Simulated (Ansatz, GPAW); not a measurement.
Given: the input of a run of Ansatz 0.2.0 on Si. 

input.yaml

```yaml
crystal:
  lattice:
    - [0.0, 2.7218511865, 2.7218511865]
    - [2.7218511865, 0.0, 2.7218511865]
    - [2.7218511865, 2.7218511865, 0.0]
  atoms:
    - { symbol: Si, position: [0.5, 0.5, 0.5] }
    - { symbol: Si, position: [0.75, 0.75, 0.75] }
hamiltonian:
  xc: pbe
  pseudopotentials: { kind: paw }
kpoints:
  mp_grid: { grid: [8, 8, 8] }
scf:
  occupations: { method: gaussian, width: 0.017 }
output:
  forces: true
  stress: true
  eigenvalues: true
```

Potentials or basis: Ansatz PAW.

Launch:

```bash
$ ansatz run input.yaml --threads 2 --pin off --max-ram 5632MiB --backend cpu --events-out ev --progress --plain --runs-dir out
```

Question: What does the same run look like in GPAW 26.7.0 (ASE script)? Potentials or basis there: GPAW PAW data sets (gpaw-data 1.2.1), cutoff 600 eV.

Answer: As run (cutoffs and basis follow the program's own potentials, and thresholds, step limits or extra output files can differ):

Contents of run.py:

```python
from ase import Atoms
from ase.dft.bandgap import bandgap
from ase.io import write
from ase.units import GPa
from gpaw import GPAW, PW

atoms = Atoms(['Si', 'Si'],
              cell=[[0.0, 2.7218511865, 2.7218511865],
                    [2.7218511865, 0.0, 2.7218511865],
                    [2.7218511865, 2.7218511865, 0.0]],
              scaled_positions=[[0.5, 0.5, 0.5],
                                [0.75, 0.75, 0.75]],
              pbc=True)

calc = GPAW(mode=PW(600),
            xc='PBE',
            kpts={'size': (8, 8, 8), 'gamma': True},
            occupations={'name': 'methfessel-paxton', 'order': 0, 'width': 0.017},
            nbands=11,
            convergence={'density': 1e-05, 'energy': 1e-05},
            maxiter=150,
            txt='gpaw.txt')
atoms.calc = calc
energy = atoms.get_potential_energy()
forces = atoms.get_forces()
stress = atoms.get_stress()
calc.write('gs.gpw')
write('result.traj', atoms)
print(f'Energy: {energy:.6f} eV')
print('Forces (eV/A):')
print(forces.round(4))
print('Stress (GPa):', (stress / GPa).round(3))
print('Fermi level:', round(calc.get_fermi_level(), 4), 'eV')
print(f'Gap: {bandgap(calc)[0]:.4f} eV, direct: {bandgap(calc, direct=True)[0]:.4f} eV')
```

Potentials or basis: GPAW PAW data sets (gpaw-data 1.2.1), pw.

The run is started by

```bash
$ OMP_NUM_THREADS=1 python run.py
```

Both were run:

|  | Ansatz | GPAW |
| --- | --- | --- |
| Pressure | 1.3 GPa | 1.6 GPa |

Ansatz's pressure holds a Pulay term of +0.02 GPa for its cutoff of 420 eV, which the other run lacks.

Where Ansatz's input types no cutoff or centring, it takes its own default and a Γ-centred mesh.

Pressure is positive in compression.
